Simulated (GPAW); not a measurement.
# InP (F-43m): the P K absorption edge, part 2 of 2

Aim: the dependence of the P K near-edge features of InP (F-43m) on volume.

GPAW 26.7.0; X-ray absorption from dipole matrix elements to empty bands, plane-wave PAW PBE.

So far. Step 10 (Spectrum with FCH, P atom 2): Against the first run the r.m.s. difference is 4 %. Another feature, at 2.4 eV (1.94), becomes the highest below 16 eV; the one at 4.0 eV (1.95) is now at 4.2 eV (1.87).

The database entry behind the starting cell differs from later determinations by our own check (0.1 to 0.3 % short, probably kX units), so it need not match the best structure at ambient conditions.

**12. Spectrum with FCH, P atom 2**

Changed against the first core-hole run: volume scale from 1 to 1.06.

File xas.py:

```python
import numpy as np
from ase import Atoms
from ase.parallel import parprint, paropen
from gpaw import GPAW, PW, FermiDirac, Mixer, MixerDif, setup_paths
from gpaw.test import gen
setup_paths.insert(0, '.')
gen('P', name='fch1s', xcname='PBE', corehole=(1, 0, 1), write_xml=True)
from gpaw.mpi import world
world.barrier()

atoms = Atoms('In4P4',
    cell=[[0, -5.97595075, 0],
     [-5.97595075, 0, 0],
     [0, 0, -5.97595075]],
    scaled_positions=[[0, 0, 0],
     [0.5, 0, 0.5],
     [0, 0.5, 0.5],
     [0.5, 0.5, 0],
     [0.25, 0.25, 0.25],
     [0.75, 0.25, 0.75],
     [0.25, 0.75, 0.75],
     [0.75, 0.75, 0.25]],
    pbc=True)
atoms.calc = calc = GPAW(legacy_gpaw=True, mode=PW(430, force_complex_dtype=True), xc='PBE', setups={4: 'fch1s'},
    kpts={'size': (3, 3, 3), 'gamma': True}, occupations=FermiDirac(0.02),
    charge=0, mixer=Mixer(0.1, 5, 50), maxiter=150,
    convergence={'density': 0.0001, 'eigenstates': 1e-6}, txt='scf.txt')
energy = atoms.get_potential_energy() + calc.get_reference_energy()
ef = calc.get_fermi_level()
out = dict(energy=energy, fermi=ef, forces=atoms.get_forces().tolist())
parprint(f'all-electron energy {energy:.4f} eV, Fermi level {ef:.4f} eV')
ev = np.array([[calc.get_eigenvalues(k, s) for k in range(len(calc.get_ibz_k_points()))] for s in range(calc.get_number_of_spins())])
out['homo'], out['lumo'], out['counts'] = ev[ev < ef].max(), ev[ev > ef].min(), sorted(set((ev < ef).sum((0, 2)).tolist()))
out['filled'] = (ev[:, 0] < ef).sum(1).tolist()

from ase.units import Ha
from gpaw.xas import dipole_matrix_elements
nb = int(calc.get_number_of_electrons() / 2) + 130
top, nb = nb, nb + 8 + nb // 12
nscf = calc.fixed_density(kpts={'size': (4, 4, 4), 'gamma': True}, nbands=nb,
    convergence={'bands': top, 'eigenstates': 5e-3}, maxiter=60, txt='nscf.txt')
cell = atoms.cell.array
ops = [cell.T @ U.T @ np.linalg.inv(cell.T) for U in nscf.wfs.kd.symmetry.op_scc]
filled = [36]  # bands filled in the ground state, by spin
E = np.arange(-6, 34, 0.1)
fwhm = np.interp(E, [4, 25], [0.9, 3.5])
Y, X, zero, highest = 0, 0, 1e9, 1e9
for spin in range(nscf.get_number_of_spins()):
    wfs = nscf.wfs
    mine = wfs.bd.get_slice()  # this rank's bands
    A = dipole_matrix_elements(wfs.setups[4])
    eps = np.zeros((wfs.kd.nibzkpts, nb))
    d = np.zeros((3, A.shape[1], wfs.kd.nibzkpts, nb), complex)
    for kpt in wfs.kpt_u:
        if kpt.s == spin and 4 in kpt.P_ani:
            eps[kpt.k, mine] = kpt.eps_n * Ha
            d[:, :, kpt.k, mine] = (kpt.weight * wfs.nspins / 2) ** 0.5 * np.inner(A, kpt.P_ani[4])
    world.sum(eps)
    world.sum(d)
    T = np.einsum('amkn,bmkn->abkn', d, d.conj()).real
    T = sum(np.einsum('ai,ijkn,bj->abkn', R, T, R) for R in ops) / len(ops)
    empty = np.ones_like(eps, bool) & (np.arange(nb) >= filled[spin])
    zero, highest = min(zero, eps[empty].min()), min(highest, eps[:, top - 1].min())
    lines = [(eps, T, empty)] if spin == 0 else lines + [(eps, T, empty)]
for eps, T, empty in lines:
    f = np.einsum('aakn->akn', T).reshape(3, -1)
    x = eps.ravel() - zero
    w = np.interp(x, E, fwhm) / 2.35482
    g = np.exp(-0.5 * ((E[:, None] - x) / w) ** 2) / (w * (2 * np.pi) ** 0.5)
    Y = Y + (f * empty.ravel()) @ g.T
    X = X + (f * ~empty.ravel()) @ g.T
out.update(E=E.round(2).tolist(), xas=Y.tolist(), xes=X.tolist(), zero=zero, valid=highest - zero, nk=len(eps), nb=nb)
for i in range(0, len(E), 10):
    parprint(f'{E[i]:7.2f}', *(f'{v:10.3e}' for v in Y[:, i]))
import json
with paropen('out.json', 'w') as f:
    json.dump(out, f)
```

Launch:

```
OMP_NUM_THREADS=1 mpirun -n 4 gpaw python xas.py
```

Run time: 66 s. Hardware: 4 MPI ranks of Arm Neoverse V1, shared host; peak memory 0.32 GiB; 4.4 min of CPU time.

| E (eV) | first run | this run |
| --- | --- | --- |
| -2.0 | 0.00 | 0.00 |
| -1.0 | 0.00 | 0.00 |
| 0.0 | 0.00 | 0.00 |
| 1.0 | 0.52 | 0.38 |
| 2.0 | 1.76 | 1.70 |
| 3.0 | 1.58 | 1.73 |
| 4.0 | 1.95 | 1.72 |
| 5.0 | 1.36 | 1.53 |
| 6.0 | 1.13 | 1.17 |
| 7.0 | 1.56 | 1.53 |
| 8.0 | 1.05 | 1.11 |
| 9.0 | 0.73 | 0.72 |
| 10.0 | 0.58 | 0.53 |
| 11.0 | 0.64 | 0.64 |
| 12.0 | 0.96 | 0.96 |
| 13.0 | 1.10 | 1.10 |
| 14.0 | 1.07 | 1.06 |
| 15.0 | 0.97 | 0.94 |
| 16.0 | 0.79 | 0.74 |
| 17.0 | 0.60 | 0.60 |
| 18.0 | 0.58 | 0.63 |
| 19.0 | 0.68 | 0.74 |
| 20.0 | 0.76 | 0.80 |
| 21.0 | 0.77 | 0.81 |
| 22.0 | 0.80 | 0.89 |
| 23.0 | 0.97 | 1.08 |
| 24.0 | 1.15 | 1.18 |
| 25.0 | 1.18 | 1.12 |
| 26.0 | 1.09 | 0.99 |
| 27.0 | 0.96 | 0.91 |
| 28.0 | 0.91 | 0.96 |
| 29.0 | 0.99 | 1.09 |
| 30.0 | 1.11 | 1.16 |
| 31.0 | 1.16 | 1.14 |
| 32.0 | 1.11 | 1.03 |

The scaled spectrum changes by 7 % r.m.s. Another feature, at 2.5 eV (1.98), becomes the highest below 16 eV; the one at 4.0 eV (1.95) is now at 4.3 eV (1.80).

The photon energy of the zero moves by -0.30 eV.

**13. The volumes side by side**

| volume | nearest distance (Å) | shift of the zero (eV) | maximum 1 (eV above own zero) | maximum 2 (eV above own zero) | maximum 3 (eV above own zero) | maximum 4 (eV above own zero) |
| --- | --- | --- | --- | --- | --- | --- |
| 0.94 | 2.486 | +0.29 | 2.2 | 3.9 | 6.9 | 13.2 |
| 0.97 | 2.512 | +0.15 | 2.2 | 4.0 | 6.9 | 13.2 |
| 1 | 2.538 | +0.00 | 2.3 | 4.0 | 7.0 | 13.2 |
| 1.03 | 2.563 | -0.15 | 2.4 | 4.2 | 7.0 | 13.2 |
| 1.06 | 2.588 | -0.30 | 2.5 | 4.3 | 7.1 | 13.2 |

The curves, each shifted by its zero's change so that they share one photon-energy axis, counted from the zero at V × 1:

| E (eV) | V × 0.94 | V × 0.97 | V × 1 | V × 1.03 | V × 1.06 |
| --- | --- | --- | --- | --- | --- |
| -2.0 | 0.00 | 0.00 | 0.00 | 0.00 | 0.00 |
| -1.0 | 0.00 | 0.00 | 0.00 | 0.00 | 0.00 |
| 0.0 | 0.00 | 0.00 | 0.00 | 0.00 | 0.01 |
| 1.0 | 0.29 | 0.40 | 0.52 | 0.67 | 0.82 |
| 2.0 | 1.48 | 1.63 | 1.76 | 1.86 | 1.94 |
| 3.0 | 1.60 | 1.59 | 1.58 | 1.56 | 1.52 |
| 4.0 | 2.03 | 2.01 | 1.95 | 1.87 | 1.80 |
| 5.0 | 1.34 | 1.34 | 1.36 | 1.37 | 1.39 |
| 6.0 | 1.03 | 1.08 | 1.13 | 1.19 | 1.24 |
| 7.0 | 1.56 | 1.57 | 1.56 | 1.54 | 1.51 |
| 8.0 | 1.12 | 1.09 | 1.05 | 1.01 | 0.95 |
| 9.0 | 0.80 | 0.76 | 0.73 | 0.69 | 0.66 |
| 10.0 | 0.67 | 0.63 | 0.58 | 0.54 | 0.52 |
| 11.0 | 0.62 | 0.62 | 0.64 | 0.68 | 0.73 |
| 12.0 | 0.86 | 0.91 | 0.96 | 1.00 | 1.03 |
| 13.0 | 1.07 | 1.09 | 1.10 | 1.10 | 1.10 |
| 14.0 | 1.08 | 1.08 | 1.07 | 1.06 | 1.04 |
| 15.0 | 1.02 | 1.01 | 0.97 | 0.93 | 0.88 |
| 16.0 | 0.91 | 0.85 | 0.79 | 0.73 | 0.68 |
| 17.0 | 0.69 | 0.64 | 0.60 | 0.59 | 0.59 |
| 18.0 | 0.55 | 0.56 | 0.58 | 0.62 | 0.66 |
| 19.0 | 0.59 | 0.63 | 0.68 | 0.73 | 0.77 |
| 20.0 | 0.69 | 0.73 | 0.76 | 0.79 | 0.81 |
| 21.0 | 0.74 | 0.76 | 0.77 | 0.79 | 0.82 |
| 22.0 | 0.73 | 0.76 | 0.80 | 0.87 | 0.94 |
| 23.0 | 0.79 | 0.87 | 0.97 | 1.06 | 1.12 |
| 24.0 | 0.97 | 1.08 | 1.15 | 1.18 | 1.18 |
| 25.0 | 1.15 | 1.19 | 1.18 | 1.14 | 1.08 |
| 26.0 | 1.20 | 1.15 | 1.09 | 1.02 | 0.95 |
| 27.0 | 1.11 | 1.03 | 0.96 | 0.92 | 0.91 |
| 28.0 | 0.98 | 0.92 | 0.91 | 0.94 | 1.00 |
| 29.0 | 0.91 | 0.93 | 0.99 | 1.06 | 1.12 |
| 30.0 | 0.97 | 1.05 | 1.11 | 1.15 | 1.17 |

**14. Outcome**

```json
{
  "absorber and edge": "P K, atom 2 of the ground-state input (counted from 1)",
  "surroundings": "4 In at 2.54 Å (tetrahedral, site symmetry -43m)",
  "highest intensity below 16 eV": "4.0 eV above the zero, height 1.95",
  "photon energy of the zero, with the added terms": "2138.5 eV (raw 2154.5 eV; uncertain by a few eV)"
}
```

In words: From V × 0.94 to V × 1.06 the nearest distance grows by 0.102 Å and the zero moves by -0.59 eV. Above their own zero, the maxima move from 2.2 to 2.5 eV, from 3.9 to 4.3 eV, from 6.9 to 7.1 eV and from 13.2 to 13.2 eV. The P K edge of atom 2, with 4 In at 2.54 Å (tetrahedral, site symmetry -43m), has its highest intensity of the first 16 eV at 4.0 eV above the zero, near 2143 eV in photon energy (uncertain by a few eV), 2.0 times the mean level of the first 20 eV (Gaussian full width 0.9 eV up to 4 eV, rising linearly to 3.5 eV at 25 eV). The holes are only 5.9 Å apart, so the shape is probably not converged with cell size; no larger cell was run here. The mesh is coarse (0.27 Å⁻¹ between points), so small maxima may be mesh ripples. The structure is a published determination, not relaxed.

[Logs are printed without paths, hosts, clocks, repeated set-up lines and the standing remarks that a program may print on its own settings, such as how far it seeks lower states.]

[Hosts, paths, dates, database ids (printed as entryN), source tags and the programs' standing remarks are cut or masked in the printed files.]

[Lists of maxima count a maximum above −3 eV only where it reaches 4 % of the highest in the window and stands out from its surroundings by 2 % of it (1.5 % where it reaches 55 %); shoulders and weaker maxima are passed over, and of the rest the first, up to two pre-edge ones and the few strongest are named.]
